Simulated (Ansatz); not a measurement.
# Co: converged, but where?

Co is taken as an experimental structure (space group Fm-3m, primitive cell doubled), 2 atoms in the cell. The computed pressure is over 10 GPa in size, so the cell is far from the computed equilibrium volume. Source: COD entry 9012943; the sample's temperature and pressure aren't taken into account, and it need not be the stable phase.

These are results of DFT, PBE, PAW, plane waves, scalar-relativistic (Ansatz development build ahead of 0.2.0), not measurements.

```yaml
crystal:
  lattice:
    - [0.0, 1.80115, 1.80115]
    - [1.80115, 0.0, 1.80115]
    - [3.6023, 3.6023, 0.0]
  atoms:
    - { symbol: Co, position: [0.0, 0.0, 0.0], spin: 3.0 }
    - { symbol: Co, position: [0.0, 0.0, 0.5], spin: -3.0 }
magnetization:
  spin_polarized: true
hamiltonian:
  xc: pbe
  pseudopotentials: { kind: paw }
basis:
  ecutwfc: 420
kpoints:
  mp_grid: { grid: [12, 12, 6] }
scf:
  occupations: { method: fermi_dirac, width: 0.1 }
  lower_state_search: "off"
output:
  forces: true
  stress: true
```

Wall time and machine: 2.4 s on 2 threads of Intel(R) Xeon(R) Platinum 8375C CPU @ 2.90GHz, on a shared host, peak memory 0.41 GiB.

The end of the output:

```
SCF converged after 12 iterations
Magnetization: 0.0000 μB (17.0000 up, 17.0000 down)
Absolute magnetization: 2.5791 μB (∫|ρ↑−ρ↓|, with the PAW one-centre terms)
Spin contamination: 0.9061 ħ² per cell (⟨S²⟩ above its minimum at these occupations)
Per-site moments (μB) at R_I (Å): [(1.2607, 1.0507), (-1.2607, 1.0507)]
Free energy (F): -10251.825996 eV
Harris-Foulkes:  -10251.825996 eV  (|F-HF|=4.37e-9)
Internal energy: -10251.674620 eV  (E = F + TS)
E sigma→0 (E₀):  -10251.750308 eV
Entropy (-TS):   -0.151377 eV (-75.688 meV/atom)
Fermi energy:    17.049393 eV
--- Forces (eV/Å), atoms counted from 1 ---
  atom   1  Co    -0.00000000     0.00000000     0.00000000
  atom   2  Co     0.00000000     0.00000000    -0.00000000
--- Stress (GPa, compression-positive) ---
      -15.909422       1.876781      -1.876781
        1.876781     -15.909422      -1.876781
       -1.876781      -1.876781     -15.909422
  P = ⅓ Tr σ = -15.9094 GPa (-159.094 kbar)
```

Site moments are taken inside atomic spheres and don't add up to the total.

Would you trust this as the ground state? If a lower solution is known, describe it.

No. A state 213 meV/atom (0.427 eV per cell) lower exists in this cell: ferromagnetic, site moments Co1 1.79, Co2 1.79 μB, total 3.44 μB per cell, no gap on the k-mesh. It was reached from: parallel moments, default search for lower states [Co1 3.00, Co2 3.00 μB]; a moment on one site alone, plain SCF [Co2 3.00 μB]. The wrong state matters: the pressure is -11.7 GPa there against -15.9 GPa here. This multiple of the primitive cell fits some opposed orders; other multiples fit others. “Lowest” means lowest among the runs made in this cell.
